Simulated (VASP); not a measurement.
Input of a VASP 6.6.1 run:

Contents of POSCAR:

```
InP
1.0
    0.0000000000      2.9538133482      2.9538133482
    2.9538133482      0.0000000000      2.9538133482
    2.9538133482      2.9538133482      0.0000000000
In P
1 1
Direct
    0.0000000000      0.0000000000      0.0000000000
    0.2500000000      0.2500000000      0.2500000000
```

Contents of INCAR.step1:

```
SYSTEM = InP
  ALGO = Normal
  EDIFF = 1E-4
  ENCUT = 520
  GGA = PE
  ISMEAR = 0
  LASPH = .True.
  LCHARG = .False.
  LREAL = .False.
  LWAVE = .True.
  NBANDS = 16
  NELM = 80
  PREC = Accurate
  SIGMA = 0.01
```

Contents of INCAR.step2:

```
SYSTEM = InP
  ALGO = Normal
  EDIFF = 1E-6
  ENCUT = 520
  ISIF = 2
  ISMEAR = 0
  ISTART = 1
  LASPH = .True.
  LCHARG = .False.
  LMIXTAU = .True.
  LREAL = .False.
  LWAVE = .False.
  METAGGA = R2SCAN
  NBANDS = 16
  NELM = 80
  PREC = Accurate
  SIGMA = 0.01
```

File KPOINTS:

```
k-points
0
Gamma
  8 8 8
  0 0 0
```

Potentials or basis: VASP PAW PBE potentials, release 64 (In_d, P).

The run is started by

```console
$ cat potpaw_PBE.64/In_d/POTCAR potpaw_PBE.64/P/POTCAR > POTCAR
$ cp INCAR.step1 INCAR
$ mpirun -np 1 vasp_std > vasp.out
$ cp INCAR.step2 INCAR
$ mpirun -np 1 vasp_std > vasp.out
```

Problem. What does it give for the pressure?

Solution. -0.1 GPa.

Problem. What does it give for the band gap on the k mesh?

Solution. 1.03 eV, direct.

Caveat: the PAW data sets were made with another functional, which shifts forces and pressure a little; spin-orbit coupling is left out, which moves the levels of the heavy elements.

**Experimental background.**

A printed reference work, data compilation reports, for a bulk crystal of InP at 1.6 K: band gap 1.4236 eV (direct).

A measured gap of InP is 1.4236 eV (direct; 1.6 K; a printed reference work, data compilation); the calculated 1.03 eV misses it by -0.39 eV. Spin-orbit coupling on In is left out. The value is that of r2SCAN, without temperature or zero-point motion.
